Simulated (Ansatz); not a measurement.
# Cutoff convergence: YN

System: YN (rock salt type, first atom moved by 0.06 Å along [111]), 2 atoms in the cell.

```
Y N
1.0
     0.00000    2.46000    2.46000
     2.46000    0.00000    2.46000
     2.46000    2.46000    0.00000
Y N
1 1
Cartesian
  0.0346 0.0346 0.0346
  2.4600 2.4600 2.4600
```

Computed with Ansatz, HSE06, plane waves, PAW datasets (generated soft set 1).

Exchange singularity: Wigner-Seitz; k-mesh 4×4×4 Γ-centred; Fermi–Dirac smearing of 0.05 eV; no spin polarisation.

```tsv
cutoff (eV)	E − E(top) (meV/atom)	pressure at fixed basis (GPa)	corrected pressure (GPa)	rms force change (meV/Å)
280	170.1	-13.35	-3.15	10.3
300	90.9	-9.33	-3.42	9.5
320	49.3	-7.00	-3.25	2.4
340	23.4	-5.34	-3.32	2.3
380	5.5	-3.97	-3.36	0.9
420	0.9	-3.49	-3.37	0.5
480	0.2	-3.37	-3.36	0.2
560	0.0	-3.38	-3.37	0.0
```

Against the 560 eV run, total energies lie within 1 meV/atom from 420 eV on. Forces lie within 5 meV/Å (rms) from 320 eV on. The pressure at a fixed basis moves by -9.97 GPa at 280 eV.

The k-mesh is coarse, so these values belong to this mesh and can lie far from the converged ones. Where the force pushes the moved atom further off its site, the soft mode may be real or faked by the k-mesh.
